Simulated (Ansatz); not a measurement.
# How far is PAW off for Hf?

```yaml
crystal:
  lattice:
    - [0.00000, 2.22000, 2.22000]
    - [2.22000, 0.00000, 2.22000]
    - [2.22000, 2.22000, 0.00000]
  atoms:
    - { symbol: Hf, position: [0.00000, 0.00000, 0.00000] }
```

Conventional cell: a = 4.440 Å, b = 4.440 Å, c = 4.440 Å, α = 90.00°, β = 90.00°, γ = 90.00°. Around Hf (atom 1) lie 12 Hf at 3.14 Å.

The cell is COD entry 1534929, as deposited and not checked against the literature; nothing was relaxed.

Spin–orbit coupling is left out, though it moves levels of the heavy atoms by tenths of an eV or more.

All numbers are computed: DFT, PBE, PAW with Ansatz's default frozen-core files, scalar-relativistic (Ansatz 0.2.0); DFT, PBE, all-electron LAPW, scalar-relativistic (Ansatz 0.2.0).

For PAW: a Γ-centred 16×16×16 k mesh, Fermi–Dirac smearing of 0.03 eV, cutoff 420 eV, no spin polarisation. LAPW targets a basis error of 0.25 meV/atom. The Ansatz runs share mesh, smearing and spin set-up. Plane-wave (PAW) pressures include the program's estimate of the Pulay term.

Stress and pressure are positive in compression.

Levels count from the Fermi level.

PAW results:

```
                      quantity     PAW
                pressure (GPa)    3.16
highest filled level at W (eV)  -0.396
  lowest empty level at W (eV)   2.555
highest filled level at X (eV)  -2.212
  lowest empty level at X (eV)   2.641
highest filled level at K (eV)  -1.471
  lowest empty level at K (eV)   0.886
```

Task: What does all-electron LAPW give for the same quantities?

Result: 
```tsv
quantity	LAPW
pressure (GPa)	3.18
highest filled level at W (eV)	-0.396
lowest empty level at W (eV)	2.556
highest filled level at X (eV)	-2.212
lowest empty level at X (eV)	2.641
highest filled level at K (eV)	-1.471
lowest empty level at K (eV)	0.886
```
